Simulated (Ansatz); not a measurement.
# Migration: an O vacancy in rocksalt BaO, 63 atoms, charge 0

Level of theory: Ansatz 0.2.0, DFT, PBEsol, PAW, plane waves.

Command:

```sh
ansatz run in.yaml --threads 8 --pin off --max-ram 118750MiB --runs-dir r --events-out ev --progress --plain --backend cuda --devices 0, --max-vram 170GiB
```

The input less its lattice and atoms:

```yaml
crystal:
  symmetry: { detect: false }
kpoints:
  mp_grid: { grid: [1, 1, 1], shift: [0.25, 0.25, 0.25] }
hamiltonian:
  xc: pbesol
scf:
  occupations: { method: fermi_dirac, width: 0.01 }
neb:
  images: 5
  f_tol: 0.06
  max_iterations: 90
  relax_end_points: true
```

First end, relaxed:

```
O Ba
1.0
    10.98076    0.00000    0.00000
     0.00000   10.98076    0.00000
     0.00000    0.00000   10.98076
O Ba
31 32
Direct
  0.24837 0.99696 0.99648
  0.24292 0.99785 0.49392
  0.24311 0.49434 0.99750
  0.74813 0.99904 0.99880
  0.74592 0.99659 0.49911
  0.74590 0.49932 0.99649
  0.74707 0.49363 0.49377
  0.99988 0.25064 0.00224
  0.99684 0.24746 0.50427
  0.00080 0.75063 0.00079
  0.00072 0.74731 0.50196
  0.49986 0.25166 0.00085
  0.49661 0.25127 0.50211
  0.49947 0.75022 0.99961
  0.49866 0.74917 0.49987
  0.99989 0.00295 0.25016
  0.00085 0.00146 0.75016
  0.99673 0.50493 0.24699
  0.00066 0.50262 0.74682
  0.49994 0.00157 0.25111
  0.49946 0.00031 0.74979
  0.49663 0.50284 0.25105
  0.49848 0.50061 0.74892
  0.25437 0.24737 0.24675
  0.25220 0.25144 0.74666
  0.25233 0.74723 0.25084
  0.25020 0.74922 0.74861
  0.75248 0.25053 0.25009
  0.75098 0.25147 0.75014
  0.75110 0.75056 0.25109
  0.74987 0.75011 0.74964
  0.99876 0.00219 0.00169
  0.99723 0.00081 0.49925
  0.99727 0.49967 0.00032
  0.98615 0.50521 0.50484
  0.50119 0.00128 0.00071
  0.50336 0.00010 0.49973
  0.50341 0.50017 0.99964
  0.50989 0.50154 0.50099
  0.24901 0.24787 0.00037
  0.25460 0.23685 0.50473
  0.24950 0.75392 0.99959
  0.25099 0.76059 0.50061
  0.75151 0.24938 0.00173
  0.75009 0.24797 0.49923
  0.75058 0.75186 0.00077
  0.74945 0.75414 0.49973
  0.24904 0.00084 0.24749
  0.24960 0.00009 0.75357
  0.25450 0.50528 0.23640
  0.25071 0.50125 0.76023
  0.75158 0.00220 0.24893
  0.75063 0.00122 0.75132
  0.75017 0.49973 0.24744
  0.74940 0.50025 0.75345
  0.00491 0.25562 0.25523
  0.00028 0.25109 0.74916
  0.00047 0.74964 0.25057
  0.99958 0.75172 0.75132
  0.49890 0.25112 0.25078
  0.50122 0.25014 0.75128
  0.50122 0.75192 0.24949
  0.49983 0.75052 0.75014
```

The last end differs by the jump below and was relaxed too.

Atom 13 (O) jumps. The converged band:

| image | path length (Å) | energy (eV) | x of the mover (Å) | y (Å) | z (Å) |
| --- | --- | --- | --- | --- | --- |
| 0 | 0.00 | 0.000 | 5.453 | 2.759 | 5.513 |
| 1 | 0.77 | 0.248 | 5.091 | 3.144 | 5.321 |
| 2 | 1.55 | 0.865 | 4.626 | 3.606 | 5.054 |
| 3 | 2.33 | 1.168 | 4.112 | 4.113 | 4.847 |
| 4 | 3.12 | 0.863 | 3.600 | 4.632 | 5.050 |
| 5 | 3.90 | 0.246 | 3.139 | 5.092 | 5.346 |
| 6 | 4.67 | 0.000 | 2.755 | 5.459 | 5.514 |

Highest image (3):

```xyz
63
Lattice="10.9808 0.0000 0.0000 0.0000 10.9808 0.0000 0.0000 0.0000 10.9808" Properties=species:S:1:pos:R:3 pbc="T T T"
O     2.7626   10.9136    0.0132
O     2.7864   10.8391    5.5187
O     2.8137    5.4518   10.9498
O     8.2461   10.9665    0.0290
O     8.2357    0.0022    5.5239
O     8.3162    5.4647    0.0063
O     8.3781    5.4507    5.5173
O    10.9082    2.7692   10.9531
O    10.8416    2.8056    5.4550
O    10.9718    8.2497   10.9710
O     0.0060    8.2450    5.4732
O     5.4343    2.7939   10.9263
O     4.1120    4.1132    4.8467
O     5.4763    8.3127   10.9461
O     5.4655    8.3835    5.4540
O    10.9614    0.0097    2.7691
O     0.0117    0.0418    8.2117
O     0.1170    5.4928    2.7787
O     0.0680    5.5095    8.2023
O     5.4745    0.1417    2.7869
O     5.4891    0.0882    8.2036
O     5.6333    5.6403    2.5487
O     5.5015    5.5221    8.1847
O     2.5925    2.6076    2.5418
O     2.7300    2.7435    8.1808
O     2.7433    8.1173    2.8084
O     2.7315    8.1814    8.2394
O     8.0989    2.7546    2.8164
O     8.1738    2.7388    8.2386
O     8.2347    8.2338    2.8027
O     8.2134    8.2133    8.2517
Ba   10.9716   10.9682    0.0300
Ba   10.9346   10.9325    5.5106
Ba    0.0162    5.4953    0.0603
Ba   10.8655    5.5352    5.4899
Ba    5.4869    0.0202    0.0546
Ba    5.5295   10.8648    5.5009
Ba    5.5235    5.5336   10.9661
Ba    5.6997    5.7021    5.5590
Ba    2.6987    2.7052   10.9613
Ba    2.5221    2.5319    5.5564
Ba    2.7418    8.2246    0.0544
Ba    2.6931    8.3606    5.4972
Ba    8.2137    2.7506    0.0490
Ba    8.3572    2.7040    5.5006
Ba    8.2391    8.2562    0.0271
Ba    8.2782    8.2901    5.5139
Ba    2.7449    0.0071    2.7280
Ba    2.7482   10.9532    8.2942
Ba    2.8499    5.3836    2.7788
Ba    2.7622    5.4586    8.3656
Ba    8.2092    0.0249    2.7437
Ba    8.2213    0.0104    8.2809
Ba    8.2417    5.5060    2.7212
Ba    8.2673    5.4948    8.2882
Ba   10.9745    2.7374    2.7259
Ba   10.9435    2.7453    8.3007
Ba    0.0208    8.2199    2.7496
Ba    0.0113    8.2227    8.2884
Ba    5.3805    2.8648    2.7703
Ba    5.4619    2.7727    8.3547
Ba    5.4901    8.2347    2.7293
Ba    5.4794    8.2594    8.2908
```

Problem. What are the barriers forward and back?

Solution. 1.168 eV forward and 1.168 eV back, at the single k point (¼, ¼, ¼) without its symmetry partners. The one k point singles out an axis, so the ends can be distorted along it and jumps that symmetry makes equal can differ. A level is partly filled at the highest image, and the barrier includes the smearing. The highest image climbed; that it is a first-order saddle isn't proved.

Time: 53 s of wall time on one NVIDIA GB200 with 8 processor threads, on a host shared with other runs; peak host memory 2.7 GiB.
